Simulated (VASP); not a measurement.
# Settings for Ti: self-consistent run

Ti, P6_3/mmc (no. 194), 2 atoms in the cell. LDA; PAW potentials Ti_sv (LDA set). VASP 6.6.1.

Wanted: energy within 0.2 meV/atom; Fermi level within 0.005 eV.

What the run is for: comparing ways to start; Accuracy asked: tight.

POSCAR:
```
Ti
1.0
    2.9500000000      0.0000000000      0.0000000000
   -1.4750000000      2.5547749412      0.0000000000
    0.0000000000      0.0000000000      4.6800000000
Ti
2
Direct
    0.6666666667      0.3333333333      0.7500000000
    0.3333333333      0.6666666667      0.2500000000
```

## How the run starts (with a second run first, the time holds both)

| How the run starts (with a second run first, the time holds both) | Energy less reference (meV/atom) | Fermi level (eV) | Time (s) |
|---|---|---|---|
| from scratch: 13 SCF iterations | 0.00 | 7.9519 | 42 |
| density of a coarse mesh (ICHARG 1): 13 + 9 SCF iterations | 0.00 | 7.9520 | 36 |
| orbitals of a lower cutoff (ISTART 1): 13 + 7 SCF iterations | 0.00 | 7.9520 | 46 |
| orbitals of a loose run: 10 + 3 SCF iterations | 0.00 | 7.9523 | 29 |

## Question

For each series: keep the first row unless others stay within half of the tolerance and take at least 30 % less time, and then take the fastest.

## Answer

- How the run starts (with a second run first, the time holds both): orbitals of a loose run: 10 + 3 SCF iterations

## All choices together

| Input | Energy less reference (meV/atom) | Fermi level (eV) | Time (s) |
|---|---|---|---|
| chosen settings | 0.00 | 7.9523 | 29 |
| reference settings throughout | 0.00 | 7.9519 | 42 |

The tolerance is met.

## The input

INCAR.step1:
```
SYSTEM = Ti
ALGO     = Normal         ! electronic algorithm
EDIFF    = 0.001          ! SCF threshold, eV
ENCUT    = 400            ! plane-wave cutoff, eV
GGA      = CA             ! functional
GGA_COMPAT= .False.      
ISIF     = 2              ! what is computed and relaxed
ISMEAR   = 1              ! smearing method
LASPH    = .True.         ! aspherical terms in the spheres
LCHARG   = .True.         ! write CHGCAR
LREAL    = .False.        ! projectors in reciprocal space
LWAVE    = .True.         ! write WAVECAR
NELM     = 120            ! most SCF steps
PREC     = Normal         ! precision mode
SIGMA    = 0.1            ! smearing width, eV
```

INCAR.step2, as INCAR.step1 but for:
```
- EDIFF = 0.001
- LCHARG = .True.
- LWAVE = .True.
- PREC = Normal
+ EDIFF = 1E-6
+ ISTART = 1
+ LCHARG = .False.
+ LWAVE = .False.
+ PREC = Accurate
```

KPOINTS:
```
k-points
0
Gamma
  13 13 7
```

Commands (each step's output is kept before the next begins):
```
cat potpaw_LDA.64/Ti_sv/POTCAR > POTCAR
cp INCAR.step1 INCAR
mpirun -np 1 vasp_std > vasp.out
cp INCAR.step2 INCAR
mpirun -np 1 vasp_std > vasp.out
```

The chosen input took VASP 6.6.1 29 s on 1 core (Intel Xeon Platinum 8259CL @ 2.50GHz (Skylake/Cascade Lake)), a shared host.

## An input that fails: restart asked without its files

VASP's message: ERROR: charge density could not be read from file CHGCAR for ICHARG>10.

Changes against the starting input:
```
- NELM = 120
+ NELM = 60
+ ICHARG = 11
```
